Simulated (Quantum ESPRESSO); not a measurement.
# SnO2 (R-3m) in Quantum ESPRESSO: further runs

One crystal, SnO2, is run at these levels: r2SCAN; tasks: single point, equation of state.

Everything below comes from runs of Quantum ESPRESSO 7.5. Logs are shortened: lines on timing, memory, paths and dates and some standing lists are left out, and cuts for length are marked.

### Step 1. The structure

The structure is trigonal, space group R-3m (No. 166). Conventional cell: a = 3.234 Å, b = 3.234 Å, c = 14.402 Å, α = 90.00°, β = 90.00°, γ = 120.00°. Sn (site symmetry -3m) has 6 O at 2.13 Å as nearest neighbours. O (site symmetry 3m) has 3 Sn at 2.13 Å as nearest neighbours.

Measurements of this composition are mostly on another form, of space group No. 136.

### Step 2. Single point, r2SCAN, 13.63 Å³/atom

pw.in

```
&CONTROL
  calculation = 'scf'
  prefix = 'pwscf'
  outdir = './tmp'
  pseudo_dir = './pseudo'
  tprnfor = .true.
  tstress = .true.
  disk_io = 'nowf'
/
&SYSTEM
  ibrav = 0
  nat = 3
  ntyp = 2
  ecutwfc = 88
  nbnd = 20
  input_dft = 'r2scan'
  occupations = 'smearing'
  smearing = 'fd'
  degauss = 0.00367493
  nosym = .true.
  nr1 = 60
  nr2 = 60
  nr3 = 60
/
&ELECTRONS
  conv_thr = 1d-08
  electron_maxstep = 120
  mixing_beta = 0.5
/
ATOMIC_SPECIES
Sn   118.7100 Sn_ONCV_PBE-1.2.upf
O     15.9990 O_ONCV_PBE-1.2.upf
CELL_PARAMETERS angstrom
   1.5840819130    0.9145701189    4.7025938089
  -1.5840819130    0.9145701189    4.7025938089
   0.0000000000   -1.8291402378    4.7025938089
ATOMIC_POSITIONS crystal
Sn     0.5000000000    0.5000000000    0.5000000000
O      0.7628300000    0.7628300000    0.7628300000
O      0.2371700000    0.2371700000    0.2371700000
K_POINTS automatic
4 4 4 0 0 0
```

Potentials or basis: SG15 PBE 1.2.

On the command line:

```console
OMP_NUM_THREADS=1 mpirun -n 2 pw.x -nk 2 -in pw.in > pw.out
```

pw.out:

```text
This program is part of the open-source Quantum ESPRESSO suite
     for quantum simulation of materials; please cite
         "P. Giannozzi et al., J. Phys.:Condens. Matter 21 395502 (2009);
         "P. Giannozzi et al., J. Phys.:Condens. Matter 29 465901 (2017);
         "P. Giannozzi et al., J. Chem. Phys. 152 154105 (2020);
     in publications or presentations arising from this work. More details at

     IMPORTANT: XC functional enforced from input :
     Exchange-correlation= R2SCAN
                           (   0   0   0   0   0 497 498)
     Any further DFT definition will be discarded
     Please, verify this is what you really want

     K-points division:     npool     =       2
     Subspace diagonalization in iterative solution of the eigenvalue problem:
     a serial algorithm will be used

     G-vector sticks info
     --------------------
     sticks:   dense  smooth     PW     G-vecs:    dense   smooth      PW
     Sum        1519    1519    453                30701    30701    5075

     Using Slab Decomposition

     bravais-lattice index     =            0
     lattice parameter (alat)  =       9.5352  a.u.
     unit-cell volume          =     275.8544 (a.u.)^3
     number of atoms/cell      =            3
     number of atomic types    =            2
     number of electrons       =        26.00
     number of Kohn-Sham states=           20
     kinetic-energy cutoff     =      88.0000  Ry
     charge density cutoff     =     352.0000  Ry
     scf convergence threshold =      1.0E-08
     mixing beta               =       0.5000
     number of iterations used =            8  plain     mixing
     Exchange-correlation= R2SCAN
                           (   0   0   0   0   0 497 498)

     celldm(1)=   9.535188  celldm(2)=   0.000000  celldm(3)=   0.000000
     celldm(4)=   0.000000  celldm(5)=   0.000000  celldm(6)=   0.000000

     crystal axes: (cart. coord. in units of alat)
               a(1) = (   0.313940   0.181254   0.931981 )
               a(2) = (  -0.313940   0.181254   0.931981 )
               a(3) = (   0.000000  -0.362507   0.931981 )

     reciprocal axes: (cart. coord. in units 2 pi/alat)
               b(1) = (  1.592659  0.919522  0.357661 )
               b(2) = ( -1.592659  0.919522  0.357661 )
               b(3) = ( -0.000000 -1.839044  0.357661 )

     PseudoPot. # 1 for Sn read from file:
     Sn_ONCV_PBE-1.2.upf
     Pseudo is Norm-conserving, Zval = 14.0
     Generated using ONCVPSP code by D. R. Hamann
     Using radial grid of  602 points,  6 beta functions with:
                l(1) =   0
                l(2) =   0
                l(3) =   1
                l(4) =   1
                l(5) =   2
                l(6) =   2

     PseudoPot. # 2 for O  read from file:
     O_ONCV_PBE-1.2.upf
     Pseudo is Norm-conserving, Zval =  6.0
     Generated using ONCVPSP code by D. R. Hamann
     Using radial grid of  602 points,  4 beta functions with:
                l(1) =   0
                l(2) =   0
                l(3) =   1
                l(4) =   1

     atomic species   valence    mass     pseudopotential
     Sn               14.00   118.71000     Sn( 1.00)
     O                 6.00    15.99900     O ( 1.00)

     No symmetry found

   Cartesian axes

     site n.     atom                  positions (alat units)
         1        Sn     tau(   1) = (   0.0000000   0.0000000   1.3979715  )
         2        O      tau(   2) = (   0.0000000   0.0000000   2.1328292  )
         3        O      tau(   3) = (   0.0000000  -0.0000000   0.6631138  )

     number of k points=    36  Fermi-Dirac smearing, width (Ry)=  0.0037
                       cart. coord. in units 2pi/alat
        k(    1) = (   0.0000000   0.0000000   0.0000000), wk =   0.0312500
        k(    2) = (  -0.0000000  -0.4597610   0.0894153), wk =   0.0625000
        k(    3) = (   0.0000000   0.9195221  -0.1788305), wk =   0.0312500
        k(    4) = (  -0.3981647   0.2298805   0.0894153), wk =   0.0625000
        k(    5) = (  -0.3981647  -0.2298805   0.1788305), wk =   0.0625000
        k(    6) = (  -0.3981647   1.1494026  -0.0894153), wk =   0.0625000
[... 28 lines left out ...]
        k(   35) = (  -0.0000000  -1.3792831  -0.2682458), wk =   0.0625000
        k(   36) = (   0.0000000   0.0000000  -0.5364916), wk =   0.0312500

     Dense  grid:    30701 G-vectors     FFT dimensions: (  60,  60,  60)

     WARNING: libxc functional with ID  497 depends
      on external parameters: check the user_guide of
      QE if you need to modify them or to check their
      default values.

     WARNING: libxc functional with ID  498 depends
      on external parameters: check the user_guide of
      QE if you need to modify them or to check their
      default values.

     Initial potential from superposition of free atoms

     starting charge      25.9115, renormalised to      26.0000
     Starting wfcs are random

     Self-consistent Calculation

     iteration #  1     ecut=    88.00 Ry     beta= 0.50
     Davidson diagonalization with overlap
     ethr =  1.00E-02,  avg # of iterations =  9.0

     total energy              =    -183.52758503 Ry
     estimated scf accuracy    <      40.45121684 Ry

     iteration #  2     ecut=    88.00 Ry     beta= 0.50
     Davidson diagonalization with overlap
     ethr =  1.00E-02,  avg # of iterations =  1.0

     total energy              =    -183.80730051 Ry
     estimated scf accuracy    <       8.21084167 Ry

     iteration #  3     ecut=    88.00 Ry     beta= 0.50
     Davidson diagonalization with overlap
     ethr =  1.00E-02,  avg # of iterations =  1.0
[... 43 lines left out ...]
     total energy              =    -183.84788466 Ry
     estimated scf accuracy    <       0.00000014 Ry

     iteration # 10     ecut=    88.00 Ry     beta= 0.50
     Davidson diagonalization with overlap
     ethr =  5.56E-10,  avg # of iterations =  1.0

     total energy              =    -183.84788467 Ry
     estimated scf accuracy    <       0.00000003 Ry

     iteration # 11     ecut=    88.00 Ry     beta= 0.50
     Davidson diagonalization with overlap
     ethr =  1.28E-10,  avg # of iterations =  1.0

     End of self-consistent calculation

          k = 0.0000 0.0000 0.0000 (  3795 PWs)   bands (ev):

   -12.6735 -11.9834 -11.9834 -11.6433 -11.6433 -11.1013  -9.7797   3.6257
     6.3872   6.3872   6.9217   6.9217   7.5804  10.1768  14.2356  19.8952
    19.8952  20.4432  26.6534  26.6831

          k =-0.0000-0.4598 0.0894 (  3842 PWs)   bands (ev):

   -12.8279 -12.0786 -11.8484 -11.7527 -11.6407 -10.9160  -8.6585   2.5856
     4.5388   5.3438   5.8834   7.1618   7.5790  12.7162  15.9820  17.6103
    21.0802  21.3169  22.4915  26.0942

          k = 0.0000 0.9195-0.1788 (  3832 PWs)   bands (ev):

   -13.3468 -11.8554 -11.7973 -11.5776 -11.5463 -10.4455  -7.9587   1.1639
     3.2775   4.5608   6.1206   7.1369   7.2122  13.8060  16.4172  18.9805
    21.4591  21.8982  22.0129  22.4145
[... 187 lines left out ...]
          k =-0.0000-1.3793-0.2682 (  3833 PWs)   bands (ev):

   -12.8273 -12.0817 -11.8478 -11.7533 -11.6405 -10.8572  -8.7336   2.4552
     4.3613   5.2542   6.6370   7.1997   7.2707  13.0082  15.4633  18.5685
    21.1803  21.4633  21.6924  25.2092

          k = 0.0000 0.0000-0.5365 (  3824 PWs)   bands (ev):

   -12.6467 -11.9831 -11.9831 -11.6430 -11.6430 -11.0134  -9.9346   4.0956
     6.3168   6.3168   6.3230   6.9779   6.9779  11.5105  14.1796  20.0999
    20.0999  20.8765  25.8042  26.7407

     the Fermi energy is     8.9307 ev

!    total energy              =    -183.84788467 Ry
     estimated scf accuracy    <          7.8E-09 Ry
     smearing contrib. (-TS)   =      -0.00000000 Ry
     internal energy E=F+TS    =    -183.84788467 Ry

     The total energy is F=E-TS. E is the sum of the following terms:
     one-electron contribution =     -76.24615296 Ry
     hartree contribution      =      53.97745304 Ry
     xc contribution           =     -28.28798350 Ry
     ewald contribution        =    -133.29120125 Ry

     convergence has been achieved in  11 iterations

     Forces acting on atoms (cartesian axes, Ry/au):

     atom    1 type  1   force =     0.00000003   -0.00000031   -0.00001727
     atom    2 type  2   force =    -0.00000005    0.00000034   -0.00846061
     atom    3 type  2   force =     0.00000002   -0.00000003    0.00847788

     Total force =     0.011977     Total SCF correction =     0.000043

     Computing stress (Cartesian axis) and pressure

          total   stress  (Ry/bohr**3)                   (kbar)     P=       29.39
   0.00029008   0.00000000   0.00000000           42.67        0.00        0.00
   0.00000000   0.00029007  -0.00000000            0.00       42.67       -0.00
   0.00000000  -0.00000000   0.00001930            0.00       -0.00        2.84

=------------------------------------------------------------------------------=
   JOB DONE.
=------------------------------------------------------------------------------=
```

It took 2.1 min on 2 MPI ranks of Intel Xeon Platinum 8488C (Sapphire Rapids), shared host; peak memory 0.3 GiB.

Results:

```
Free energy            : -2501.3779 eV
Pressure               : 2.9 GPa
Largest force          : 0.218 eV/Å
Band gap on the k mesh : 2.45 eV, indirect (least direct gap 2.60 eV)
```

Caveat: the k mesh is coarse (spacing up to 0.58 Å⁻¹), so the values aren't converged; the potentials were made for another functional, which shifts forces and pressure; spin-orbit coupling is left out, which moves the levels of the heavy elements.

### Step 3. Single point, r2SCAN, 13.92 Å³/atom

Edit pw.in of step 2 so:

```diff
@@ -33,5 +33,5 @@
 CELL_PARAMETERS angstrom
-   1.5840819130    0.9145701189    4.7025938089
-  -1.5840819130    0.9145701189    4.7025938089
-   0.0000000000   -1.8291402378    4.7025938089
+   1.5952377869    0.9210109657    4.7357117578
+  -1.5952377869    0.9210109657    4.7357117578
+   0.0000000000   -1.8420219315    4.7357117578
 ATOMIC_POSITIONS crystal
```

Potentials or basis: SG15 PBE 1.2.

On the command line:

```console
OMP_NUM_THREADS=1 mpirun -n 2 pw.x -nk 2 -in pw.in > pw.out
```

It took 2.2 min on 2 MPI ranks of Intel Xeon Platinum 8488C (Sapphire Rapids), shared host; peak memory 0.3 GiB.

The run converged. Its results:

- Free energy: -2501.3840 eV
- Pressure: -0.7 GPa
- Largest force: 0.046 eV/Å
- Band gap on the k mesh: 2.30 eV, indirect (least direct gap 2.43 eV)

Caveat: the k mesh is coarse (spacing up to 0.58 Å⁻¹), so the values aren't converged; the potentials were made for another functional, which shifts forces and pressure; spin-orbit coupling is left out, which moves the levels of the heavy elements.

### Step 4. Single point, r2SCAN, 14.21 Å³/atom

Edit pw.in of step 3 so:

```diff
@@ -33,5 +33,5 @@
 CELL_PARAMETERS angstrom
-   1.5952377869    0.9210109657    4.7357117578
-  -1.5952377869    0.9210109657    4.7357117578
-   0.0000000000   -1.8420219315    4.7357117578
+   1.6062397745    0.9273629662    4.7683728710
+  -1.6062397745    0.9273629662    4.7683728710
+   0.0000000000   -1.8547259325    4.7683728710
 ATOMIC_POSITIONS crystal
```

On the command line:

```console
OMP_NUM_THREADS=1 mpirun -n 2 pw.x -nk 2 -in pw.in > pw.out
```

Wall time 2.2 min (2 MPI ranks of Intel Xeon Platinum 8488C (Sapphire Rapids), shared host); peak memory 0.3 GiB.

Results (log left out):

```yaml
Free_energy: -2501.3716 eV
Pressure: -3.9 GPa
Largest_force: 0.288 eV/Å
Band_gap_on_the_k_mesh: 2.17 eV, indirect (least direct gap 2.27 eV)
```

Caveat: the k mesh is coarse (spacing up to 0.58 Å⁻¹), so the values aren't converged; the potentials were made for another functional, which shifts forces and pressure; spin-orbit coupling is left out, which moves the levels of the heavy elements.

### Step 5. Single point, r2SCAN, 14.50 Å³/atom

Edit pw.in of step 4 so:

```diff
@@ -33,5 +33,5 @@
 CELL_PARAMETERS angstrom
-   1.6062397745    0.9273629662    4.7683728710
-  -1.6062397745    0.9273629662    4.7683728710
-   0.0000000000   -1.8547259325    4.7683728710
+   1.6170930752    0.9336291223    4.8005925840
+  -1.6170930752    0.9336291223    4.8005925840
+   0.0000000000   -1.8672582446    4.8005925840
 ATOMIC_POSITIONS crystal
```

On the command line:

```console
OMP_NUM_THREADS=1 mpirun -n 2 pw.x -nk 2 -in pw.in > pw.out
```

Wall time 2.4 min (2 MPI ranks of Intel Xeon Platinum 8488C (Sapphire Rapids), shared host); peak memory 0.3 GiB.

Results (log left out):

```
Free energy            : -2501.3427 eV
Pressure               : -6.8 GPa
Largest force          : 0.509 eV/Å
Band gap on the k mesh : 2.04 eV, indirect (least direct gap 2.12 eV)
```

Caveat: the k mesh is coarse (spacing up to 0.57 Å⁻¹), so the values aren't converged; the potentials were made for another functional, which shifts forces and pressure; spin-orbit coupling is left out, which moves the levels of the heavy elements.

### Step 6. Single point, r2SCAN, 14.79 Å³/atom

Edit pw.in of step 5 so:

```diff
@@ -33,5 +33,5 @@
 CELL_PARAMETERS angstrom
-   1.6170930752    0.9336291223    4.8005925840
-  -1.6170930752    0.9336291223    4.8005925840
-   0.0000000000   -1.8672582446    4.8005925840
+   1.6278026130    0.9398122768    4.8323855144
+  -1.6278026130    0.9398122768    4.8323855144
+   0.0000000000   -1.8796245536    4.8323855144
 ATOMIC_POSITIONS crystal
```

Potentials or basis: SG15 PBE 1.2.

On the command line:

```console
OMP_NUM_THREADS=1 mpirun -n 2 pw.x -nk 2 -in pw.in > pw.out
```

It took 2.5 min on 2 MPI ranks of Intel Xeon Platinum 8488C (Sapphire Rapids), shared host; peak memory 0.32 GiB.

It converged, with:

| Item | Value |
| --- | --- |
| Free energy | -2501.2993 eV |
| Pressure | -9.3 GPa |
| Largest force | 0.712 eV/Å |
| Band gap on the k mesh | 1.92 eV, indirect (least direct gap 1.98 eV) |

Caveat: the k mesh is coarse (spacing up to 0.57 Å⁻¹), so the values aren't converged; the potentials were made for another functional, which shifts forces and pressure; spin-orbit coupling is left out, which moves the levels of the heavy elements.

### Step 7. Single point, r2SCAN, 15.08 Å³/atom

Edit pw.in of step 6 so:

```diff
@@ -33,5 +33,5 @@
 CELL_PARAMETERS angstrom
-   1.6278026130    0.9398122768    4.8323855144
-  -1.6278026130    0.9398122768    4.8323855144
-   0.0000000000   -1.8796245536    4.8323855144
+   1.6383730560    0.9459151249    4.8637655204
+  -1.6383730560    0.9459151249    4.8637655204
+   0.0000000000   -1.8918302499    4.8637655204
 ATOMIC_POSITIONS crystal
```

On the command line:

```console
OMP_NUM_THREADS=1 mpirun -n 2 pw.x -nk 2 -in pw.in > pw.out
```

Wall time 2.5 min (2 MPI ranks of Intel Xeon Platinum 8488C (Sapphire Rapids), shared host); peak memory 0.32 GiB.

Results (log left out):

- Free energy: -2501.2429 eV
- Pressure: -11.5 GPa
- Largest force: 0.898 eV/Å
- Band gap on the k mesh: 1.81 eV, indirect (least direct gap 1.85 eV)

Caveat: the k mesh is coarse (spacing up to 0.56 Å⁻¹), so the values aren't converged; the potentials were made for another functional, which shifts forces and pressure; spin-orbit coupling is left out, which moves the levels of the heavy elements.

### Step 8. Single point, r2SCAN, 15.37 Å³/atom

Edit pw.in of step 7 so:

```diff
@@ -33,5 +33,5 @@
 CELL_PARAMETERS angstrom
-   1.6383730560    0.9459151249    4.8637655204
-  -1.6383730560    0.9459151249    4.8637655204
-   0.0000000000   -1.8918302499    4.8637655204
+   1.6488088345    0.9519402245    4.8947457539
+  -1.6488088345    0.9519402245    4.8947457539
+   0.0000000000   -1.9038804490    4.8947457539
 ATOMIC_POSITIONS crystal
```

On the command line:

```console
OMP_NUM_THREADS=1 mpirun -n 2 pw.x -nk 2 -in pw.in > pw.out
```

It took 2.4 min on 2 MPI ranks of Intel Xeon Platinum 8488C (Sapphire Rapids), shared host; peak memory 0.32 GiB.

It converged, with:

| Item | Value |
| --- | --- |
| Free energy | -2501.1752 eV |
| Pressure | -13.5 GPa |
| Largest force | 1.069 eV/Å |
| Band gap on the k mesh | 1.71 eV, indirect (least direct gap 1.73 eV) |

Caveat: the k mesh is coarse (spacing up to 0.56 Å⁻¹), so the values aren't converged; the potentials were made for another functional, which shifts forces and pressure; spin-orbit coupling is left out, which moves the levels of the heavy elements.

### Step 9. Equation of state, r2SCAN

Potentials or basis: SG15 PBE 1.2.

This step only gathers the single runs of the series.

Results:

```
Equilibrium volume                        : 13.86 Å³/atom
Bulk modulus at fixed shape and positions : 167 GPa
Pressure derivative of the bulk modulus   : 4.8
```

Energy against volume, from the lowest point:
```
volume (Å³/atom)  energy (meV/atom)
          13.626               2.04
          13.916               0.00
          14.206               4.15
          14.496              13.77
          14.785              28.25
          15.075              47.03
          15.365              69.59
```

Caveat: the k mesh is coarse (spacing up to 0.57 Å⁻¹), so the values aren't converged; the potentials were made for another functional, which shifts forces and pressure; the cell was scaled at fixed shape and fractional positions, which overstates the stiffness of a crystal with free parameters, most of all of layers and chains.
